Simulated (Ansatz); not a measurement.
MgO built on the rocksalt prototype, 2 atoms and 16 valence electrons in a cell of about 19 Å³, was run 9 times in the PAW code Ansatz, each time on 2 threads of Intel(R) Xeon(R) Platinum 8259CL CPU @ 2.50GHz (Skylake/Cascade Lake) (shared host). The times are single readings and vary with the host's load.

```json
{"run": "G0W0, PBE, 30 empty bands, 80 eV", "k mesh": "6×6×6", "irreducible k": "16", "cutoff (eV)": "420", "plane waves": "339", "bands": "12", "SCF iterations": "6", "wall time": "6.1 s", "peak host memory (GiB)": "0.33"}
{"run": "G0W0, PBE, 69 empty bands, 140 eV", "k mesh": "6×6×6", "irreducible k": "16", "cutoff (eV)": "420", "plane waves": "339", "bands": "12", "SCF iterations": "6", "wall time": "9.5 s", "peak host memory (GiB)": "0.35"}
{"run": "G0W0, PBE, 128 empty bands, 210 eV", "k mesh": "6×6×6", "irreducible k": "16", "cutoff (eV)": "420", "plane waves": "339", "bands": "12", "SCF iterations": "6", "wall time": "22 s", "peak host memory (GiB)": "0.4"}
{"run": "G0W0, HSE06, 69 empty bands, 140 eV", "k mesh": "6×6×6", "irreducible k": "16", "cutoff (eV)": "420", "plane waves": "339", "bands": "12", "SCF iterations": "10", "wall time": "24 s", "peak host memory (GiB)": "0.62"}
{"run": "G0W0, LDA, 69 empty bands, 140 eV", "k mesh": "6×6×6", "irreducible k": "16", "cutoff (eV)": "420", "plane waves": "339", "bands": "12", "SCF iterations": "6", "wall time": "8.8 s", "peak host memory (GiB)": "0.35"}
{"run": "G0W0, r2SCAN, 69 empty bands, 140 eV", "k mesh": "6×6×6", "irreducible k": "16", "cutoff (eV)": "500", "plane waves": "459", "bands": "12", "SCF iterations": "6", "wall time": "9.9 s", "peak host memory (GiB)": "0.4"}
{"run": "G0W0, PBE, 69 empty bands, 140 eV, plasmon pole", "k mesh": "6×6×6", "irreducible k": "16", "cutoff (eV)": "420", "plane waves": "339", "bands": "12", "SCF iterations": "6", "wall time": "8.7 s", "peak host memory (GiB)": "0.38"}
{"run": "G0W0, PBE, 30 empty bands, 80 eV", "k mesh": "8×8×8", "irreducible k": "29", "cutoff (eV)": "420", "plane waves": "339", "bands": "12", "SCF iterations": "6", "wall time": "23 s", "peak host memory (GiB)": "0.35"}
{"run": "G0W0, PBE, 69 empty bands, 140 eV, norm-conserving", "k mesh": "6×6×6", "irreducible k": "16", "cutoff (eV)": "1240", "plane waves": "1837", "bands": "12", "SCF iterations": "7", "wall time": "25 s", "peak host memory (GiB)": "0.36"}
```

The slowest run (G0W0, PBE, 69 empty bands, 140 eV, norm-conserving) took about 4 times as long as the quickest (G0W0, PBE, 30 empty bands, 80 eV).
